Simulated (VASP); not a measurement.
Input of a VASP 6.6.1 run:

POSCAR

```
MoSe2                                   
1.0
    3.2786626285      0.0000000000      0.0000000000
   -1.6393313142      2.8394051267      0.0000000000
    0.0000000000      0.0000000000     12.7250115930
  Mo              Se            
     2     4
Direct
     0.3333333332999970    0.6666666667000030    0.2500000000000000
     0.6666666667000030    0.3333333332999970    0.7500000000000000
     0.3333333332999970    0.6666666667000030    0.6183309793776672
     0.6666666667000030    0.3333333332999970    0.1183309793776672
     0.3333333332999970    0.6666666667000030    0.8816690206223328
     0.6666666667000030    0.3333333332999970    0.3816690206223328
```

File INCAR.step1:

```
PREC = Accurate
ENCUT = 520
EDIFF = 1E-8
ISMEAR = 0
SIGMA = 0.03
LREAL = F
LASPH = T
NELM = 80
ALGO = Normal
ISIF = 2
LWAVE = F
LCHARG = F
LMAXMIX = 4
KPAR = 4
GGA = PE
LEPSILON = T
```

File KPOINTS.step1:

```
Automatic mesh
0
G
  9 9 2
  0 0 0
```

File INCAR.step2:

```
PREC = Accurate
ENCUT = 520
EDIFF = 1E-5
ISMEAR = 0
SIGMA = 0.03
LREAL = F
LASPH = T
NELM = 80
ALGO = Normal
ISIF = 2
LWAVE = T
LCHARG = F
LMAXMIX = 4
NBANDS = 35
KPAR = 4
GGA = PE
```

The input KPOINTS.step2:

```
Automatic mesh
0
Gamma
  6 6 2
```

INCAR.step3

```
PREC = Accurate
ENCUT = 520
EDIFF = 1E-6
ISMEAR = 0
SIGMA = 0.03
LREAL = F
LASPH = T
NELM = 80
ALGO = Normal
ISIF = 2
LWAVE = F
LCHARG = F
LMAXMIX = 4
GGA = PE
LHFCALC = T
AEXX = 0.0692
PRECFOCK = Fast
HFRCUT = -1
NBANDS = 35
KPAR = 4
ISTART = 1
```

Contents of KPOINTS.step3:

```
Automatic mesh
0
Gamma
  6 6 2
```

KPOINTS_OPT

```
explicit points
6
Reciprocal
 0.0000000000  0.0000000000  0.0000000000 1
 0.0000000000  0.0000000000  0.5000000000 1
 0.3333333333  0.3333333333  0.5000000000 1
 0.3333333333  0.3333333333  0.0000000000 1
 0.5000000000  0.0000000000  0.5000000000 1
 0.5000000000  0.0000000000  0.0000000000 1
```

Potentials or basis: VASP PAW PBE potentials, release 64 (Mo_sv, Se).

Launch:

```sh
$ cat potpaw_PBE.64/Mo_sv/POTCAR potpaw_PBE.64/Se/POTCAR > POTCAR
$ cp INCAR.step1 INCAR
$ cp KPOINTS.step1 KPOINTS
$ mpirun -np 4 vasp_std > vasp.out
$ cp INCAR.step2 INCAR
$ cp KPOINTS.step2 KPOINTS
$ mpirun -np 4 vasp_std > vasp.out
$ cp INCAR.step3 INCAR
$ cp KPOINTS.step3 KPOINTS
$ mpirun -np 4 vasp_std > vasp.out
```

What does it give for the band gap on the k mesh?

1.07 eV, indirect (least direct gap 1.77 eV).

Predict the pressure.

2.5 GPa.

What does it give for the band gap along the path?

1.47 eV, indirect (least direct gap 1.77 eV).

Stress tensor (GPa, compression positive):
```
2.60 0.00 0.00
0.00 2.60 0.00
0.00 0.00 2.43
```

Caveat: the PAW data sets were made with another functional, which shifts forces and pressure a little.
